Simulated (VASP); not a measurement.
# AlAs (F-43m) in VASP: relaxation of cell and atoms with PBEsol

Aim: the relaxation of cell and atoms of AlAs with PBEsol.

Program: VASP 6.6.1. These are calculated values, not measurements. Logs are shortened: lines on timing, memory, paths and dates and some standing lists are left out, and cuts for length are marked.

## (1) The structure

The structure is cubic, space group F-43m (No. 216). Conventional cell: a = 5.682 Å, b = 5.682 Å, c = 5.682 Å, α = 90.00°, β = 90.00°, γ = 90.00°. Al (site symmetry -43m) has 4 As at 2.46 Å as nearest neighbours. Around As (site symmetry -43m) lie 4 Al at 2.46 Å.

## (2) Relaxation of cell and atoms, PBEsol

INCAR

```
SYSTEM = AlAs
  ALGO = Normal
  EDIFF = 1E-7
  EDIFFG = -0.005
  ENCUT = 600
  GGA = PS
  IBRION = 2
  ISIF = 3
  ISMEAR = 0
  KPAR = 4
  LASPH = .True.
  LCHARG = .False.
  LREAL = .False.
  LWAVE = .False.
  NELM = 80
  NSW = 90
  PREC = Accurate
  SIGMA = 0.03
```

KPOINTS

```
k-points
0
Gamma
  8 8 8
  0 0 0
```

POSCAR

```
AlAs                                    
1.0
    0.0000000000      2.8408844733      2.8408844733
    2.8408844733      0.0000000000      2.8408844733
    2.8408844733      2.8408844733      0.0000000000
  Al              As            
     1     1
Direct
     0.0000000000000000    0.0000000000000000    0.0000000000000000
     0.2500000000000000    0.2500000000000000    0.2500000000000000
```

Potentials or basis: VASP PAW PBE potentials, release 64 (Al, As).

Command:

```sh
cat potpaw_PBE.64/Al/POTCAR potpaw_PBE.64/As/POTCAR > POTCAR
mpirun -np 4 vasp_std > vasp.out
```

OUTCAR:

```text
SYSTEM = AlAs
   EDIFF = 1E-7
   EDIFFG = -0.005
   ENCUT = 600
   GGA = PS
   IBRION = 2
   ISIF = 3
   ISMEAR = 0
   LASPH = .True.
   LREAL = .False.
   NELM = 80
   NSW = 90
   PREC = Accurate

 ion  position               nearest neighbor table
   1  0.000  0.000  0.000-   2 2.46   2 2.46   2 2.46   2 2.46
   2  0.250  0.250  0.250-   1 2.46   1 2.46   1 2.46   1 2.46

  LATTYP: Found a face centered cubic cell.
 ALAT       =     5.6817689466

  Lattice vectors:

 A1 = (   0.0000000000,   2.8408844733,   2.8408844733)
 A2 = (   2.8408844733,   0.0000000000,   2.8408844733)
 A3 = (   2.8408844733,   2.8408844733,   0.0000000000)

Analysis of symmetry for initial positions (statically):
=====================================================================
 Subroutine PRICEL returns:
 Original cell was already a primitive cell.

 Routine SETGRP: Setting up the symmetry group for a
 face centered cubic supercell.

 Subroutine GETGRP returns: Found 24 space group operations
 (whereof 24 operations were pure point group operations)
 out of a pool of 48 trial point group operations.

The static configuration has the point symmetry T_d .

Analysis of symmetry for dynamics (positions and initial velocities):
=====================================================================
 Subroutine PRICEL returns:
 Original cell was already a primitive cell.

 Routine SETGRP: Setting up the symmetry group for a
 face centered cubic supercell.

 Subroutine GETGRP returns: Found 24 space group operations
 (whereof 24 operations were pure point group operations)
 out of a pool of 48 trial point group operations.

The dynamic configuration has the point symmetry T_d .

 Subroutine INISYM returns: Found 24 space group operations
 (whereof 24 operations are pure point group operations),
 and found     1 'primitive' translations

----------------------------------------------------------------------------------------

                                     Primitive cell

  volume of cell :      45.8554

  direct lattice vectors                    reciprocal lattice vectors
     0.000000000  2.840884473  2.840884473    -0.176001525  0.176001525  0.176001525
     2.840884473  0.000000000  2.840884473     0.176001525 -0.176001525  0.176001525
     2.840884473  2.840884473  0.000000000     0.176001525  0.176001525 -0.176001525

  length of vectors
     4.017617351  4.017617351  4.017617351     0.304843584  0.304843584  0.304843584

  position of ions in fractional coordinates (direct lattice)
     0.000000000  0.000000000  0.000000000
     0.250000000  0.250000000  0.250000000

  ion indices of the primitive-cell ions
   primitive index   ion index
                 1           1
                 2           2

----------------------------------------------------------------------------------------

 KPOINTS: k-points

Automatic generation of k-mesh.
 Grid dimensions read from file:
 generate k-points for:    8    8    8

 Generating k-lattice:

  Cartesian coordinates                     Fractional coordinates (reciprocal lattice)
    -0.022000191  0.022000191  0.022000191     0.125000000  0.000000000  0.000000000
     0.022000191 -0.022000191  0.022000191     0.000000000  0.125000000  0.000000000
     0.022000191  0.022000191 -0.022000191     0.000000000  0.000000000  0.125000000

  Length of vectors
     0.038105448  0.038105448  0.038105448

  Shift w.r.t. Gamma in fractional coordinates (k-lattice)
     0.000000000  0.000000000  0.000000000

 Subroutine IBZKPT returns following result:
 ===========================================

 Found     29 irreducible k-points:

 Following reciprocal coordinates:
            Coordinates               Weight
  0.000000  0.000000  0.000000      1.000000
  0.125000  0.000000  0.000000      8.000000
  0.250000  0.000000  0.000000      8.000000
  0.375000  0.000000  0.000000      8.000000
  0.500000  0.000000  0.000000      4.000000
  0.125000  0.125000  0.000000      6.000000
[... 16 lines left out ...]
  0.500000  0.250000  0.125000     48.000000
 -0.375000  0.250000  0.125000     24.000000
 [... further k-points ...]
   k-points           NKPTS =     29   k-points in BZ     NKDIM =     29   number of bands    NBANDS=      8
   number of dos      NEDOS =    301   number of ions     NIONS =      2
   total plane-waves  NPLWV =  32768
   dimension x,y,z NGX =    32 NGY =   32 NGZ =   32
   dimension x,y,z NGXF=    64 NGYF=   64 NGZF=   64
   ions per type =               1   1
   NGX,Y,Z   is equivalent  to a cutoff of  13.24, 13.24, 13.24 a.u.
   NGXF,Y,Z  is equivalent  to a cutoff of  26.48, 26.48, 26.48 a.u.
 SYSTEM =  AlAs
   PREC   = accura    normal or accurate (medium, high low for compatibility)
   ISTART =      0    job   : 0-new  1-cont  2-samecut
   ICHARG =      2    charge: 1-file 2-atom 10-const
   ISPIN  =      1    spin polarized calculation?
   LNONCOLLINEAR =      F non collinear calculations
   LSORBIT =      F    spin-orbit coupling
   LASPH  =      T    aspherical Exc in radial PAW
   ENCUT  =  600.0 eV  44.10 Ry    6.64 a.u.   8.02  8.02  8.02*2*pi/ulx,y,z
   NELM   =     80;   NELMIN=  2; NELMDL= -5     # of ELM steps
   EDIFF  = 0.1E-06   stopping-criterion for ELM
   LREAL  =      F    real-space projection
   EDIFFG = -.5E-02   stopping-criterion for IOM
   NSW    =     90    number of steps for IOM
   IBRION =      2    ionic relax: 0-MD 1-quasi-New 2-CG
   NFREE  =      1    steps in history (QN), initial steepest desc. (CG)
   ISIF   =      3    stress and relaxation
   ISYM   =      2    0-nonsym 1-usesym 2-fastsym
   POTIM  = 0.5000    time-step for ionic-motion
   TEBEG  =    0.0;   TEEND  =   0.0 temperature during run
   PSTRESS=    0.0 pullay stress
   NELECT =       8.0000    total number of electrons
   NUPDOWN=      -1.0000    fix difference up-down
   EMIN   =  10.00;   EMAX   =-10.00  energy-range for DOS
   EFERMI =   0.00;   METHOD = LEGACY
   ISMEAR =     0;   SIGMA  =   0.03  broadening in eV -4-tet -1-fermi 0-gaus
   EFERMI_NEDOS =   21; number of points for ismear=-14 and -15
   IALGO  =     38    algorithm
   IMIX   =      4    mixing-type and parameters
     AMIX     =   0.40;   BMIX     =  1.00
     AMIX_MAG =   1.60;   BMIX_MAG =  1.00
  volume/ion in A,a.u.               =      22.93       154.72
  Fermi-wavevector in a.u.,A,eV,Ry     =   0.914762  1.728649 11.385202  0.836789
  Thomas-Fermi vector in A             =   2.039426
   LORBIT       =      0    0 simple, 1 ext, 2 COOP (PROOUT), +10 PAW based schemes
   GGA     = PS    functional components
   LHFCALC =     F    Hartree Fock is set to
   AEXX    =    0.0000 exact exchange contribution
   IVDW    =     0    specifies the selected vdW correction
   LEPSILON=     F    determine dielectric tensor
   LRPA    =     F    only Hartree local field effects (RPA)
 conjugate gradient relaxation of ions
 non-spin polarized calculation
 Gauss-broadening in eV      SIGMA  =   0.03
  energy-cutoff  :      600.00
  volume of cell :       45.86
 maximum number of plane-waves:      1543
   NGX = 17   NGY = 17   NGZ = 17

 number of electron       8.0000001 magnetization

 Free energy of the ion-electron system (eV)
  ---------------------------------------------------
  ext. energy  EPLUGINS =         0.00000000
  ---------------------------------------------------
  free energy    TOTEN  =       -10.06494903 eV

  energy without entropy =      -10.06494903  energy(sigma->0) =      -10.06494903

 E-fermi :   3.8682     XC(G=0):  -9.1529

 val. band max:        3.7083619083   @ k =   0.0000   0.0000   0.0000
 cond. band min:       5.0464248150   @ k =   0.5000   0.5000   0.0000
 fundamental gap:      1.3380629067
 Fermi energy:         3.8681568577

 k-point     1 :       0.0000    0.0000    0.0000
  band No.  band energies     occupation
      1      -8.1168      2.00000
      2       3.7084      2.00000
      3       3.7084      2.00000
      4       3.7084      2.00000
      5       5.6018      0.00000
      6       7.9525      0.00000
      7       7.9525      0.00000
      8       7.9525      0.00000

 k-point     2 :       0.1250    0.0000    0.0000
  band No.  band energies     occupation
      1      -7.9655      2.00000
      2       2.2654      2.00000
      3       3.5484      2.00000
      4       3.5484      2.00000
      5       6.3800      0.00000
      6       8.2321      0.00000
      7       8.2321      0.00000
      8       8.3251      0.00000

 k-point     3 :       0.2500    0.0000    0.0000
  band No.  band energies     occupation
      1      -7.5460      2.00000
      2       0.3183      2.00000
      3       3.2332      2.00000
      4       3.2332      2.00000
      5       6.2203      0.00000
      6       8.5677      0.00000
      7       8.5677      0.00000
      8      10.0230      0.00000

 k-point     4 :       0.3750    0.0000    0.0000
  band No.  band energies     occupation
      1      -7.0040      2.00000
      2      -1.2164      2.00000
      3       2.9816      2.00000
      4       2.9816      2.00000
      5       5.8778      0.00000
      6       8.4490      0.00000
      7       8.4490      0.00000
      8      11.2403      0.00000

 k-point     5 :       0.5000    0.0000    0.0000
  band No.  band energies     occupation
      1      -6.7150      2.00000
      2      -1.8454      2.00000
      3       2.8903      2.00000
      4       2.8903      2.00000
      5       5.7483      0.00000
      6       8.3316      0.00000
      7       8.3316      0.00000
      8      11.2651      0.00000

 k-point     6 :       0.1250    0.1250    0.0000
  band No.  band energies     occupation
      1      -7.9147      2.00000
      2       2.3063      2.00000
      3       3.2117      2.00000
      4       3.2117      2.00000
      5       7.0458      0.00000
      6       7.2923      0.00000
      7       8.7545      0.00000
      8       8.7545      0.00000

 k-point     7 :       0.2500    0.1250    0.0000
  band No.  band energies     occupation
      1      -7.5823      2.00000
      2       0.8200      2.00000
      3       2.8288      2.00000
      4       2.8619      2.00000
      5       6.9732      0.00000
      6       7.7584      0.00000
      7       9.2692      0.00000
      8       9.3587      0.00000
[... 133 lines left out ...]
 k-point    20 :      -0.3750    0.3750    0.0000
  band No.  band energies     occupation
      1      -6.2045      2.00000
      2      -1.4400      2.00000
      3       0.2971      2.00000
      4       1.9167      2.00000
      5       5.8552      0.00000
      6       8.5907      0.00000
      7      11.7879      0.00000
      8      11.9010      0.00000

 k-point    21 :       0.5000    0.5000    0.0000
  band No.  band energies     occupation
      1      -6.1748      2.00000
      2      -1.6963      2.00000
      3       1.5468      2.00000
      4       1.5468      2.00000
      5       5.0464      0.00000
      6       5.9247      0.00000
      7      13.9051      0.00000
      8      13.9051      0.00000

 k-point    22 :       0.3750    0.2500    0.1250
  band No.  band energies     occupation
      1      -7.1953      2.00000
      2      -0.0563      2.00000
      3       1.7579      2.00000
      4       2.7362      2.00000
      5       7.2268      0.00000
      6       7.8873      0.00000
      7       8.9224      0.00000
      8      10.1617      0.00000

 k-point    23 :       0.5000    0.2500    0.1250
  band No.  band energies     occupation
      1      -6.7081      2.00000
      2      -1.0585      2.00000
      3       1.1712      2.00000
      4       2.3550      2.00000
      5       7.3044      0.00000
      6       8.0791      0.00000
      7       9.4021      0.00000
      8      10.4919      0.00000

 k-point    24 :      -0.3750    0.2500    0.1250
  band No.  band energies     occupation
      1      -6.4568      2.00000
      2      -1.5329      2.00000
      3       1.0196      2.00000
      4       2.1723      2.00000
      5       7.2938      0.00000
      6       7.8606      0.00000
      7      10.3076      0.00000
      8      11.2383      0.00000

 [... further k-points ...]

------------------------ aborting loop because EDIFF is reached ----------------------------------------

  FORCE on cell =-STRESS in cart. coord.  units (eV):
  Direction    XX          YY          ZZ          XY          YZ          ZX
  --------------------------------------------------------------------------------------
  -------------------------------------------------------------------------------------
  Total        0.0003260      0.0003260      0.0003260      0.0000000      0.0000000     -0.0000000
  in kB        0.0113907      0.0113907      0.0113907      0.0000000      0.0000000     -0.0000000
  external PRESSURE =       0.0113907 kB  Pullay stress =       0.0000000 kB

 VOLUME and BASIS-vectors are now :
 -----------------------------------------------------------------------------
  energy-cutoff  :      600.00
  volume of cell :       45.86
      direct lattice vectors                 reciprocal lattice vectors
     0.000000000  2.840884473  2.840884473    -0.176001525  0.176001525  0.176001525
     2.840884473  0.000000000  2.840884473     0.176001525 -0.176001525  0.176001525
     2.840884473  2.840884473  0.000000000     0.176001525  0.176001525 -0.176001525

 POSITION                                       TOTAL-FORCE (eV/Angst)
 -----------------------------------------------------------------------------------
      0.00000      0.00000      0.00000         0.000000     -0.000000      0.000000
      1.42044      1.42044      1.42044        -0.000000      0.000000     -0.000000
 -----------------------------------------------------------------------------------
    total drift:                                0.000000      0.000000      0.000000

  FREE ENERGIE OF THE ION-ELECTRON SYSTEM (eV)
  ---------------------------------------------------
  free  energy   TOTEN  =       -10.0649490296 eV

  energy  without entropy=      -10.0649490296  energy(sigma->0) =      -10.06494903

 reached required accuracy - stopping structural energy minimisation
```

Wall time 5.1 s (4 MPI ranks of Intel Xeon Platinum 8259CL at 2.50GHz (Skylake/Cascade Lake), shared host); peak memory 0.17 GiB.

Results:

```
Free energy             : -10.0649 eV
Pressure after relaxing : 0.0 GPa
Band gap on the k mesh  : 1.34 eV, indirect (least direct gap 1.89 eV)
```

Final structure:
```cif
data_structure
_symmetry_space_group_name_H-M 'P 1'
_symmetry_Int_Tables_number 1
_cell_length_a 4.0176
_cell_length_b 4.0176
_cell_length_c 4.0176
_cell_angle_alpha 60.000
_cell_angle_beta 60.000
_cell_angle_gamma 60.000
_cell_volume 45.86
loop_
_atom_site_label
_atom_site_type_symbol
_atom_site_fract_x
_atom_site_fract_y
_atom_site_fract_z
_atom_site_occupancy
Al1 Al 0.00000 0.00000 0.00000 1
As1 As 0.25000 0.25000 0.25000 1
```

Caveat: the relaxation stopped at its first step, so nothing moved; the PAW data sets were made with another functional, which shifts forces and pressure a little. A k mesh can miss the band edges.
